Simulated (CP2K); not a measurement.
The system is As.

```
As
1.0
     4.56640    0.00000    0.00000
    -2.28320    3.95462    0.00000
     0.00000    0.00000    2.83374
As
2
Direct
  0.33333 0.66667 0.00000
  0.66667 0.33333 0.00000
```

The cell was built by a generator and needn't be a form met in nature.

Base run:

```yaml
Program: CP2K 2026.2
Functional: BLYP
Potentials_or_basis: POTENTIAL_UZH As GTH-PBE-q5; TZVP-MOLOPT-PBE-GTH basis
Density_cutoff: 9184 eV
k_mesh: 7 × 7 × 9
Occupations: fermi-dirac, width 0.05 eV
Spin: no spin polarisation
```

Its results: band gap on the k mesh none (metal or under the smearing width); pressure 4.0 GPa.

Q: The run is repeated on the same cell with these changes: functional from BLYP to LDA. What comes out?

A: Band gap on the k mesh none (metal or under the smearing width); pressure -1.4 GPa.

LDA binds more tightly than BLYP, so the same cell stands under less pressure.

Caveats: the potentials were made for another functional, which shifts forces and pressure; the basis of atomic orbitals isn't converged, which shifts pressures, moduli and gaps.

Not every run made on this cell is shown here.
